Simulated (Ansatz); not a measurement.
The system is CdSe.

```
CELL_PARAMETERS angstrom
0.00000 3.07027 3.07027
3.07027 0.00000 3.07027
3.07027 3.07027 0.00000
ATOMIC_POSITIONS crystal
Cd 0.00000 0.00000 0.00000
Se 0.25000 0.25000 0.25000
```

Measurements of this composition are mostly on another form, of space group No. 186.

Base run:

* Program: Ansatz 0.2.0
* Functional: PBE
* Potentials or basis: all-electron LAPW, scalar-relativistic
* Cutoff: 266 eV (chosen from the basis error)
* Basis error allowed: 0.001 eV/atom
* k mesh: 8 × 8 × 8
* Occupations: gaussian, width 0.019 eV
* Spin: no spin polarisation

Its results: band gap on the k mesh 0.55 eV, direct; pressure 1.3 GPa.

The run is repeated on the same cell with these changes: functional from PBE to PBEsol; occupations from gaussian, width 0.019 eV to gaussian, width 0.02 eV. What comes out?

Band gap on the k mesh 0.43 eV, direct; pressure -1.4 GPa.

